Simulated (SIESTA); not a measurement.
SiS2:

```
S Si
1.0
    -2.78200    4.77250    2.77600
     2.78200   -4.77250    2.77600
     2.78200    4.77250   -2.77600
S Si
4 2
Direct
  0.38180 0.70880 0.09060
  0.61820 0.29120 0.90940
  0.88180 0.79120 0.67300
  0.11820 0.20880 0.32700
  0.25000 0.25000 0.00000
  0.75000 0.75000 0.00000
```

Base run:

```yaml
Program: SIESTA 5.4.2
Functional: PBEsol
Potentials_or_basis: PseudoDojo 0.4 standard (PBEsol files)
Basis: DZP (energy shift 0.003 Ry)
Grid_cutoff: 500 Ry
Energy_shift: 0.003 Ry
k_mesh: 7 × 7 × 7
Occupations: fermi-dirac, width 0.05 eV
Spin: no spin polarisation
```

Its results: band gap on the k mesh 2.68 eV, indirect (least direct gap 3.08 eV); pressure 2.3 GPa; largest force 0.654 eV/Å.

**Question.** The run is repeated on the same cell with these changes: functional from PBEsol to LDA; potentials or basis from PseudoDojo 0.4 standard (PBEsol files) to PseudoDojo 0.4 standard (LDA files). What comes out?

**Answer.** Band gap on the k mesh 2.56 eV, indirect (least direct gap 2.96 eV); pressure 0.4 GPa; largest force 0.463 eV/Å.

Caveats: the basis of atomic orbitals isn't converged, which shifts pressures, moduli and gaps.
